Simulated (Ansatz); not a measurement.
Crystal: MoP.

```
Mo P
1.0
     3.22300    0.00000    0.00000
    -1.61150    2.79120    0.00000
     0.00000    0.00000    3.19100
Mo P
1 1
Direct
  0.00000 0.00000 0.00000
  0.33333 0.66667 0.50000
```

Base run:

* Program: Ansatz 0.2.0
* Functional: r2SCAN
* Potentials or basis: Ansatz PAW
* Cutoff: 500 eV (not typed: the program's choice for these potentials)
* k mesh: 10 × 10 × 8
* Occupations: fermi-dirac, width 0.05 eV
* Spin: no spin polarisation

Its results: band gap on the k mesh none (metal or under the smearing width); pressure 0.7 GPa.

Question: After a change of settings the same cell gave: band gap on the k mesh none (metal or under the smearing width); pressure 5.5 GPa. Which change was it?
A. functional from r2SCAN to RPBE; cutoff from 500 eV (not typed: the program's choice for these potentials) to 420 eV (not typed: the program's choice for these potentials)
B. functional from r2SCAN to PBE; cutoff from 500 eV (not typed: the program's choice for these potentials) to 420 eV (not typed: the program's choice for these potentials); occupations from fermi-dirac, width 0.05 eV to gaussian, width 0.1 eV
C. functional from r2SCAN to LDA; cutoff from 500 eV (not typed: the program's choice for these potentials) to 420 eV (not typed: the program's choice for these potentials)
D. functional from r2SCAN to BLYP; cutoff from 500 eV (not typed: the program's choice for these potentials) to 420 eV (not typed: the program's choice for these potentials)

Answer: A.

Caveats: the PAW data sets come from PBE, with cores solved anew for the run's functional, which leaves a small shift of forces and pressure.
